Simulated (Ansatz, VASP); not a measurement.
Given: the input of a run of Ansatz 0.2.0 on TePb. 

File input.yaml:

```yaml
crystal:
  lattice:
    - [0.0, 3.231, 3.231]
    - [3.231, 0.0, 3.231]
    - [3.231, 3.231, 0.0]
  atoms:
    - { symbol: Pb, position: [0.0, 0.0, 0.0] }
    - { symbol: Te, position: [0.5, 0.5, 0.5] }
kpoints:
  mp_grid: { grid: [7, 7, 7] }
scf:
  occupations: { method: gaussian, width: 0.02 }
hamiltonian:
  xc: pbe
  pseudopotentials: { kind: all_electron, lapw: { basis_error: 0.001 } }
output:
  forces: true
  stress: true
  eigenvalues: true
```

Potentials or basis: all-electron LAPW, scalar-relativistic.

The run is started by

```bash
$ ansatz run input.yaml --threads 1 --pin off --max-ram 3072MiB --backend cpu --events-out ev --progress --plain --runs-dir out
```

Q: What does the same run look like in VASP 6.6.1? Potentials or basis there: PBE PAW files Pb_d, Te, 520 eV.

A: As run (cutoffs and basis follow the program's own potentials, and thresholds, step limits or extra output files can differ):

INCAR

```
SYSTEM = TePb
PREC = Accurate ; ENCUT = 520
EDIFF = 1E-6 ; ISMEAR = 0
SIGMA = 0.02 ; LREAL = .False.
LASPH = .True. ; NELM = 60
ALGO = Normal ; ISIF = 2
LWAVE = .False. ; LCHARG = .False.
GGA = PE
```

The input KPOINTS:

```
Automatic mesh
0
Gamma
  7 7 7
  0 0 0
```

File POSCAR:

```
TePb
1.0
    0.0000000000      3.2310000000      3.2310000000
    3.2310000000      0.0000000000      3.2310000000
    3.2310000000      3.2310000000      0.0000000000
Pb Te
1 1
Direct
    0.0000000000      0.0000000000      0.0000000000
    0.5000000000      0.5000000000      0.5000000000
```

Potentials or basis: VASP PAW PBE potentials, release 64 (Pb_d, Te).

Command:

```sh
$ cat potpaw_PBE.64/Pb_d/POTCAR potpaw_PBE.64/Te/POTCAR > POTCAR
$ mpirun -np 1 vasp_std > vasp.out
```

Both were run:

|  | Ansatz | VASP |
| --- | --- | --- |
| Pressure | 2.1 GPa | 2.1 GPa |

Where Ansatz's input types no cutoff or centring, it takes its own default and a Γ-centred mesh.

Pressure is positive in compression.
